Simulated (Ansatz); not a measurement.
**InSb: stress in a strained cell**

Aim: deform InSb (equal xx and yy strain of +1 %) and compute stress, forces and field gradients with LAPW, PAW and all-electron datasets made for the crystal.

Computed with Ansatz 0.2.0 (DFT LDA, scalar-relativistic, unless a step's input says otherwise).

## (1) The structure to begin with

Symmetry: Pmmn, No. 59, orthorhombic system. Conventional cell: a = 5.357 Å, b = 5.712 Å, c = 3.063 Å, α = 90.00°, β = 90.00°, γ = 90.00°. In (site symmetry mm2) has 4 Sb at 2.73 to 2.90 Å and 2 In at 3.06 Å as nearest neighbours. Sb (site symmetry mm2) is surrounded by 4 In at 2.73 to 2.90 Å and 2 Sb at 3.06 Å.

Structure file:

```
CELL_PARAMETERS angstrom
5.35700 0.00000 0.00000
0.00000 5.71200 0.00000
0.00000 0.00000 3.06300
ATOMIC_POSITIONS crystal
In 0.00000 0.00000 0.00000
In 0.50000 0.50000 0.00000
Sb 0.50000 0.00000 0.83500
Sb 0.00000 0.50000 0.16500
```

Atoms are numbered in the order of the input: In1, In2, Sb3, Sb4.

## (2) The deformed structure

Space group Pmmn before, Pmmn after.

## (3) LAPW, all electrons

Contents of input.yaml:

```yaml
crystal:
  lattice:
    - [5.41057, 0.0, 0.0]
    - [0.0, 5.76912, 0.0]
    - [0.0, 0.0, 3.063]
  atoms:
    - { symbol: In, position: [0.0, 0.0, 0.0] }
    - { symbol: In, position: [0.5, 0.5, 0.0] }
    - { symbol: Sb, position: [0.5, 0.0, 0.835] }
    - { symbol: Sb, position: [0.0, 0.5, 0.165] }
kpoints:
  mp_grid: { grid: [6, 6, 11] }
  band_path:
    path:
      - [0.0, 0.0, 0.0]
      - [0.5, 0.0, 0.0]
      - [0.5, 0.5, 0.0]
      - [0.0, 0.5, 0.0]
      - [0.0, 0.0, 0.0]
      - [0.0, 0.0, 0.5]
      - [0.5, 0.0, 0.5]
      - [0.5, 0.5, 0.5]
      - [0.0, 0.5, 0.5]
    npoints: 5
scf:
  occupations: { method: fermi_dirac, width: 0.08 }
hamiltonian:
  xc: lda
  pseudopotentials: { kind: all_electron, lapw: { basis_error: 0.001 } }
output:
  forces: true
  stress: true
  eigenvalues: true
```

Run with:

```bash
ansatz run input.yaml --threads 1 --pin off --max-ram 6144MiB --backend cpu --events-out ev --progress --plain --runs-dir out
```

Output, shortened:

```text
LAPW: plane waves up to 8.381 Å⁻¹, error target 1.0e-3 eV per atom; small_component_spin mean_spin; In in spheres of 1.380 Å, 21 of its electrons in bands, Dirac shells []; Sb in spheres of 1.372 Å, 23 of its electrons in bands, Dirac shells []
[...]
Pseudopotentials: kind: all_electron
Pseudopotential: In, LAPW, valence charge 21, Koelling and Harmon's equation, gaussian nucleus
Pseudopotential: Sb, LAPW, valence charge 23, Koelling and Harmon's equation, gaussian nucleus
Functional definition: SPW92
[...]
Crystal: 4 atoms, lattice volume = 95.609 Å³
Basis set: ecut = 267.6001672201071 eV, 957 PW (Γ), exchange–correlation at level 2
Bands: 53, of which v1, the nominal top of the filled ones, is band 44 counted from 1 (43 counted from 0)
Symmetry: 8 space group operations
Space group: Pmmn (ITA 59), of the structure as read, at distance tolerance 4.6e-5 Å
k-points: 96 of 396
[...]
SCF iter   1: F=—  HF=-672250.036968 eV  |F-HF|=—  |Δ(HF+E_count)|=         —  Δρ=1.42e-2  dr2=2.13e-1  ethr=2.40e-4  ⟨swp⟩=3.0  Hψ=33303  notcnv=0
[...]
SCF iter   9: F=-672249.885217 eV  HF=-672249.885217 eV  |F-HF|=3.62e-8  |Δ(HF+E_count)|=   1.38e-7  Δρ=7.35e-6  dr2=4.79e-8  ethr=2.96e-10  ⟨swp⟩=2.0  Hψ=14249  notcnv=0
[...]
the search or the solves at the SCF's close seem to have found levels that the self-consistency loop had missed (the run counts 1). By its estimate they hold under 1e-12 electrons; where the run keeps them, the occupations were computed again with them
NSCF: frozen V_eff on 41 k-points
SCF converged after 9 iterations
Free energy (F): -672249.885217 eV
[...]
E sigma→0 (E₀):  -672249.871197 eV
Entropy (-TS):   -0.028040 eV (-7.010 meV/atom)
Fermi energy:    15.635089 eV
[...]
--- Forces (eV/Å), atoms counted from 1 ---
  atom   1  In     0.00000000     0.00000000     0.21820261
  atom   2  In     0.00000000     0.00000000    -0.21820261
  atom   3  Sb     0.00000000     0.00000000    -0.51388743
  atom   4  Sb     0.00000000     0.00000000     0.51388743
[...]
--- Stress (GPa, compression-positive) ---
       18.915027       0.000000       0.000000
        0.000000       6.351661       0.000000
        0.000000       0.000000       2.568914
  P = ⅓ Tr σ = 9.2785 GPa (92.785 kbar)
--- Band table (eV; the first three rows and the last of 96) ---
[...]
```

Wall time 2.2 min (1 thread of Arm Neoverse V2, shared host); peak memory 0.99 GiB.

This run gives: pressure 9.28 GPa; no gap; largest force 0.514 eV/Å.

## (4) PAW on the default files

Contents of input.yaml:

```yaml
crystal:
  lattice:
    - [5.41057, 0.0, 0.0]
    - [0.0, 5.76912, 0.0]
    - [0.0, 0.0, 3.063]
  atoms:
    - { symbol: In, position: [0.0, 0.0, 0.0] }
    - { symbol: In, position: [0.5, 0.5, 0.0] }
    - { symbol: Sb, position: [0.5, 0.0, 0.835] }
    - { symbol: Sb, position: [0.0, 0.5, 0.165] }
kpoints:
  mp_grid: { grid: [6, 6, 11] }
scf:
  occupations: { method: fermi_dirac, width: 0.08 }
hamiltonian:
  xc: lda
  pseudopotentials: { kind: paw }
output:
  forces: true
  stress: true
  eigenvalues: true
  efg: { contact_densities: true }
```

Run with:

```bash
ansatz run input.yaml --threads 1 --pin off --max-ram 6144MiB --backend cpu --events-out ev --progress --plain --runs-dir out
```

Output, shortened:

```text
In, Sb: output.efg is read without spin–orbit coupling, which moves field gradients at and beside such atoms by some per cent and up to a factor of two; PAW files take it under magnetization.noncollinear and magnetization.spin_orbit
[...]
Pseudopotentials: kind: paw
Pseudopotential: In, paw, valence charge 13, recommended cutoff 420 eV (normal)
Pseudopotential: Sb, paw, valence charge 15, recommended cutoff 420 eV (normal)
Functional definition: SPW92
[...]
Crystal: 4 atoms, lattice volume = 95.609 Å³
Basis set: ecut = 420 eV, 1859 PW (Γ)
Bands: 34, of which v1, the nominal top of the filled ones, is band 28 counted from 1 (27 counted from 0)
Symmetry: 8 space group operations
Space group: Pmmn (ITA 59), of the structure as read, at distance tolerance 4.6e-5 Å
k-points: 96 of 396
[...]
--- Stress (GPa, compression-positive) ---
       18.894474       0.000000       0.000000
        0.000000       6.316214       0.000000
        0.000000       0.000000       2.538238
  P = ⅓ Tr σ = 9.2496 GPa (92.496 kbar)
--- PAW observables at the nuclei: V_zz in 10²¹ V/m², potentials from the cell's mean, atoms counted from 1 ---
  atom   1  In V_zz =    -7.063265   η = 0.7064   by run symmetry: allowed
            electrostatic potential = -7942.277693 V   contact ρ = 1128511.346042 e/Å³
  atom   2  In V_zz =    -7.063265   η = 0.7064   by run symmetry: allowed
            electrostatic potential = -7942.277693 V   contact ρ = 1128511.346042 e/Å³
  atom   3  Sb V_zz =   +14.836125   η = 0.0901   by run symmetry: allowed
            electrostatic potential = -8413.053966 V   contact ρ = 1344761.635282 e/Å³
  atom   4  Sb V_zz =   +14.836125   η = 0.0901   by run symmetry: allowed
            electrostatic potential = -8413.053966 V   contact ρ = 1344761.635282 e/Å³
--- Band table (eV; the first three rows and the last of 96) ---
[...]
```

It took 18 s on 1 thread of Arm Neoverse V2, shared host; peak memory 0.54 GiB.

Read from it: pressure 9.25 GPa; no gap; largest force 0.513 eV/Å; Vzz In1 -7.06 (η = 0.71), Sb3 14.84 (η = 0.09) (10²¹ V/m²).

## (5) Datasets made for this crystal

Changes to input.yaml since step 4:

```diff
@@ -16,3 +16,3 @@
   xc: lda
-  pseudopotentials: { kind: paw }
+  pseudopotentials: { kind: all_electron, datasets: crystal }
 output:
```

Run with:

```bash
ansatz run input.yaml --threads 1 --pin off --max-ram 6144MiB --backend cpu --events-out ev --progress --plain --runs-dir out
```

Output:

```text
hamiltonian.pseudopotentials.datasets: crystal makes datasets for this crystal and solves the spheres of its atoms anew in each pass: cutoff 240.0 eV, the density's 960.0 eV; for an error of 0.50 meV an atom under PBE, 2.0 meV for the cell; an energy difference from a run of another recipe may be off by several times the error for the cell, under r2SCAN by more, where some 0.1 meV an atom stays at smaller errors; In in spheres of 1.376 Å, 13 of its electrons in bands, 8 on its site; Sb in spheres of 1.376 Å, 5 of its electrons in bands, 10 on its site; only band paths and densities of states list, in semicore columns, the levels of the semicore shells that are solved separately: 4s of In, 4p of In, 4d of Sb
band count auto-derived: 24 (N_el = 36.0; filled up to band 18; 22 by the electrons, moments and atoms)
In, Sb: output.efg is read without spin–orbit coupling, which moves field gradients at and beside such atoms by some per cent and up to a factor of two; PAW files take it under magnetization.noncollinear and magnetization.spin_orbit
Engine: ansatz 0.2.0
Pseudopotentials: kind: all_electron
Pseudopotential: In, paw, valence charge 21, recommended cutoff 240 eV (normal), Koelling and Harmon's equation, gaussian nucleus
Pseudopotential: Sb, paw, valence charge 15, recommended cutoff 240 eV (normal), Koelling and Harmon's equation, gaussian nucleus
Functional definition: SPW92
  exchange = slater_x
  correlation = pw_c
Crystal: 4 atoms, lattice volume = 95.609 Å³
Basis set: ecut = 240 eV, 797 PW (Γ)
Bands: 24, of which v1, the nominal top of the filled ones, is band 18 counted from 1 (17 counted from 0)
Symmetry: 8 space group operations
Space group: Pmmn (ITA 59), of the structure as read, at distance tolerance 4.6e-5 Å
k-points: 96 of 396
Non-local potential: In, projectors of the file, l = 0: 1, l = 1: 1, l = 2: 2
Non-local potential: Sb, projectors of the file, l = 0: 1, l = 1: 1
PAW form: soft (Blöchl's): semilocal exchange-correlation on the pseudo side does not see the compensation charge
PAW one-centre angular grid: In, 590 points (default); XC on its mesh's 1869 points in the sphere
PAW one-centre angular grid: Sb, 110 points (default); XC on its mesh's 1863 points in the sphere
Initial density: superposition of atomic densities (neutral atoms: chi_scale 0, normalization atom)
Initial wavefunctions: pseudopotential atomic-orbital guess
Functional: x = slater, c = lda
iter 1 solved again at ethr=1.96e-3 eV; its pass at ethr=1.00e-1 eV (dr2=7.05e-1 eV) is discarded
SCF iter   1: F=—  HF=-672250.151193 eV  |F-HF|=—  |Δ(HF+E_count)|=         —  Δρ=2.18e-2  dr2=5.18e-1  ethr=1.96e-3  ⟨swp⟩=5.1  Hψ=14261  notcnv=0
preconditioner: auto → Kerker (q_TF=auto, 2.318 Å⁻¹)  [metal: Δε(μ)=0.038 eV  Ē_g=13.377 eV  σ=0.080 eV  W_gap=0.12  n_scr=12 (ndim 8)  ℏωp=22.8 eV  f_vac=0.000  D(μ)=1.35/eV (n_scr^D=8)]
SCF iter   2: F=—  HF=-672249.982773 eV  |F-HF|=—  |Δ(HF+E_count)|=   1.68e-1  Δρ=1.29e-2  dr2=1.75e-1  ethr=1.44e-3  ⟨swp⟩=3.3  Hψ=5169  notcnv=0  defer=5
iter 3 solved again at ethr=2.86e-5 eV; its pass at ethr=4.86e-4 eV (dr2=1.03e-2 eV) is discarded
SCF iter   3: F=—  HF=-672249.887735 eV  |F-HF|=—  |Δ(HF+E_count)|=   9.50e-2  Δρ=2.93e-3  dr2=1.02e-2  ethr=2.86e-5  ⟨swp⟩=2.2  Hψ=9737  notcnv=0
SCF iter   4: F=—  HF=-672249.885813 eV  |F-HF|=—  |Δ(HF+E_count)|=   1.92e-3  Δρ=1.09e-3  dr2=8.14e-4  ethr=2.83e-5  ⟨swp⟩=3.0  Hψ=5153  notcnv=0
SCF iter   5: F=—  HF=-672249.886525 eV  |F-HF|=—  |Δ(HF+E_count)|=   7.12e-4  Δρ=5.61e-4  dr2=4.32e-4  ethr=2.26e-6  ⟨swp⟩=3.1  Hψ=6626  notcnv=0  defer=2
SCF iter   6: F=—  HF=-672249.886261 eV  |F-HF|=—  |Δ(HF+E_count)|=   2.64e-4  Δρ=1.19e-4  dr2=1.34e-5  ethr=1.20e-6  ⟨swp⟩=3.1  Hψ=5266  notcnv=0  defer=3
SCF iter   7: F=—  HF=-672249.886258 eV  |F-HF|=—  |Δ(HF+E_count)|=   2.33e-6  Δρ=3.79e-5  dr2=9.63e-7  ethr=3.73e-8  ⟨swp⟩=3.0  Hψ=5501  notcnv=0  defer=1
SCF iter   8: F=-672249.886258 eV  HF=-672249.886258 eV  |F-HF|=2.82e-8  |Δ(HF+E_count)|=   7.60e-8  Δρ=8.57e-6  dr2=6.98e-8  ethr=2.67e-9  ⟨swp⟩=2.4  Hψ=4146  notcnv=0
SCF 1 converged in 8 iterations: F = -672249.886258 eV  dr2 = 6.98e-8
  Residual-converged pass: ⟨swp⟩=3.7  Hψ=5942  notcnv=0  max |occ|·‖R‖ = 6.7e-6 eV (tolerance 6.7e-6 eV)  dr2=6.74e-8  dr2_onsite=5.21e-8  max |Δocc| = 9.3e-9
SCF converged after 8 iterations
Free energy (F): -672249.886258 eV
Harris-Foulkes:  -672249.886258 eV  (|F-HF|=2.82e-8)
Internal energy: -672249.858219 eV  (E = F + TS)
E sigma→0 (E₀):  -672249.872239 eV
Entropy (-TS):   -0.028039 eV (-7.010 meV/atom)
Past the cutoff: the bands carry plane waves up to 1.75 times it, of which those up to 1.5 times it add -0.000280 eV an atom, each by itself; the spheres take 0.000544 eV an atom off the energy for waves past 1.75 times it
By the cutoff:   a pressure is off by up to 0.009 GPa (1.2 times the spheres' own share and the shells' term, over an atom's volume, and 0.004 GPa: a bound that held against runs at twice the plane waves)
Past the cutoffs: a stress includes 0.0021 GPa for waves and charges beyond them, in addition to the slope of what the spheres take
In the spheres:  the bands' charges fall short by 1.4e-6 e at most (sound up to 1e-3), those of shells solved beside the bands by 1.2e-6 e (sound up to 5e-4)
Fermi energy:    15.635119 eV
--- Per-component energies (eV) ---
  The terms above E_closure are by the made datasets' own strengths, without shells solved beside the bands.
--- Forces (eV/Å), atoms counted from 1 ---
  atom   1  In     0.00000000     0.00000000     0.21831606
  atom   2  In     0.00000000     0.00000000    -0.21831606
  atom   3  Sb     0.00000000     0.00000000    -0.51407406
  atom   4  Sb     0.00000000     0.00000000     0.51407406
  max |Σ_I F_I| component: 1.11e-16 eV/Å
--- Stress (GPa, compression-positive) ---
       18.917704       0.000000       0.000000
        0.000000       6.349852       0.000000
        0.000000       0.000000       2.566238
  P = ⅓ Tr σ = 9.2779 GPa (92.779 kbar)
  It holds what live shells' own plane waves past their cutoff add
--- PAW observables at the nuclei: V_zz in 10²¹ V/m², potentials from the cell's mean, atoms counted from 1 ---
  atom   1  In V_zz =    -6.939743   η = 0.7191   by run symmetry: allowed
            electrostatic potential = -7938.266125 V   contact ρ = 1128425.779571 e/Å³
  atom   2  In V_zz =    -6.939743   η = 0.7191   by run symmetry: allowed
            electrostatic potential = -7938.266125 V   contact ρ = 1128425.779571 e/Å³
  atom   3  Sb V_zz =   +14.929335   η = 0.0857   by run symmetry: allowed
            electrostatic potential = -8408.921449 V   contact ρ = 1344613.873805 e/Å³
  atom   4  Sb V_zz =   +14.929335   η = 0.0857   by run symmetry: allowed
            electrostatic potential = -8408.921449 V   contact ρ = 1344613.873805 e/Å³
--- Band table (eV; the first three rows and the last of 96) ---
  k-point 0: bands = ["0.4910", "0.4979", "0.6209", "0.8374", "0.8565", "0.9804", "1.0285", "1.0442", "1.0691", "1.0873", "3.0416", "5.9185", "9.7594", "9.9520", "10.0246", "12.7097", "12.7175", "13.4581", "18.8110", "20.0023", "20.0463", "21.7186"]
  k-point 1: bands = ["0.5065", "0.5374", "0.6647", "0.8408", "0.8609", "0.9823", "1.0056", "1.0236", "1.0466", "1.0675", "3.1788", "6.0276", "9.8859", "10.0907", "10.1635", "12.8235", "12.8475", "13.5845", "17.8530", "18.9175", "19.6537", "21.7985"]
  k-point 2: bands = ["0.5451", "0.6403", "0.7865", "0.8498", "0.8741", "0.9451", "0.9690", "0.9875", "0.9876", "1.0151", "3.5888", "6.3542", "10.2722", "10.4932", "10.5651", "13.1635", "13.2168", "13.9432", "15.4260", "17.4965", "19.2382", "21.5246"]
  k-point 95: bands = ["0.7472", "0.7472", "0.7950", "0.7950", "0.8441", "0.8441", "0.9137", "0.9137", "1.1493", "1.1493", "7.0407", "7.0407", "10.2420", "10.2420", "11.3535", "11.3535", "12.9982", "12.9982", "18.0887", "18.0887", "19.6408", "19.6408"]
```

It took 27 s on 1 thread of Arm Neoverse V2, shared host; peak memory 0.86 GiB.

Read from it: pressure 9.28 GPa; no gap; largest force 0.514 eV/Å; Vzz In1 -6.94 (η = 0.72), Sb3 14.93 (η = 0.09) (10²¹ V/m²).

## (6) Stress and forces compared

Stress (GPa, compression positive):

| method | xx | yy | zz | yz | xz | xy |
| --- | --- | --- | --- | --- | --- | --- |
| LAPW | 18.92 | 6.35 | 2.57 | 0.00 | 0.00 | 0.00 |
| PAW | 18.89 | 6.32 | 2.54 | 0.00 | 0.00 | 0.00 |
| crystal datasets | 18.92 | 6.35 | 2.57 | 0.00 | 0.00 | 0.00 |

Forces (eV/Å):

| atom | LAPW x | LAPW y | LAPW z | PAW x | PAW y | PAW z | crystal datasets x | crystal datasets y | crystal datasets z |
| --- | --- | --- | --- | --- | --- | --- | --- | --- | --- |
| In1 | 0.000 | 0.000 | 0.218 | 0.000 | 0.000 | 0.218 | 0.000 | 0.000 | 0.218 |
| In2 | 0.000 | 0.000 | -0.218 | 0.000 | 0.000 | -0.218 | 0.000 | 0.000 | -0.218 |
| Sb3 | 0.000 | 0.000 | -0.514 | 0.000 | 0.000 | -0.513 | 0.000 | 0.000 | -0.514 |
| Sb4 | 0.000 | 0.000 | 0.514 | 0.000 | 0.000 | 0.513 | 0.000 | 0.000 | 0.514 |

| method | pressure (GPa) | largest force (eV/Å) | Vzz In1 (10²¹ V/m²) | Vzz Sb3 (10²¹ V/m²) | SCF cycles, all passes |
| --- | --- | --- | --- | --- | --- |
| LAPW | 9.28 | 0.514 | – | – | 9 |
| PAW | 9.25 | 0.513 | -7.06 | 14.84 | 7 |
| crystal datasets | 9.28 | 0.514 | -6.94 | 14.93 | 8 |

## (7) Results

| quantity | value |
| --- | --- |
| pressure | LAPW 9.28, PAW 9.25, crystal datasets 9.28 GPa |
| largest shear or deviatoric stress (LAPW) | 9.64 GPa |

What this shows: The largest part of the stress beyond the pressure is 9.64 GPa in size, in the xx component; the atoms are carried along and not relaxed. No run of the undeformed cell stands beside it, so the pressure holds what the given cell had before the change. PAW: stress within 0.04 GPa of LAPW, forces within 1 meV/Å. Crystal datasets: stress within 0.01 GPa of LAPW, forces within 1 meV/Å. Spin-orbit coupling is left out, though the cell holds Sb; in elements this heavy it can shift bands and gaps by tenths of an eV.
